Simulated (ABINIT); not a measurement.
MgS (Niningerite):

```xyz
2
Lattice="0.0000 2.6016 2.6016 2.6016 0.0000 2.6016 2.6016 2.6016 0.0000" Properties=species:S:1:pos:R:3 pbc="T T T"
S     2.6016    2.6016    2.6016
Mg    0.0000    0.0000    0.0000
```

Base run:

| Quantity | Value |
| --- | --- |
| Program | ABINIT 10.8.3 (patched build) |
| Functional | LDA |
| Potentials or basis | PseudoDojo NC SR LDA v0.4.1 standard |
| Cutoff | 1088 eV |
| k mesh | 7 × 7 × 7 |
| Occupations | fermi-dirac, width 0.05 eV |
| Spin | no spin polarisation |

Its results: band gap on the k mesh 2.78 eV, indirect (least direct gap 3.48 eV); pressure -3.3 GPa.

Question: The run is repeated on the same cell with these changes: functional from LDA to PBE; potentials or basis from PseudoDojo NC SR LDA v0.4.1 standard to PseudoDojo NC SR PBE v0.4.1 standard. What comes out?

Answer: Band gap on the k mesh 3.00 eV, indirect (least direct gap 3.71 eV); pressure 1.1 GPa.

Caveats: an odd mesh through Γ misses points on the zone boundary, where band edges often lie.
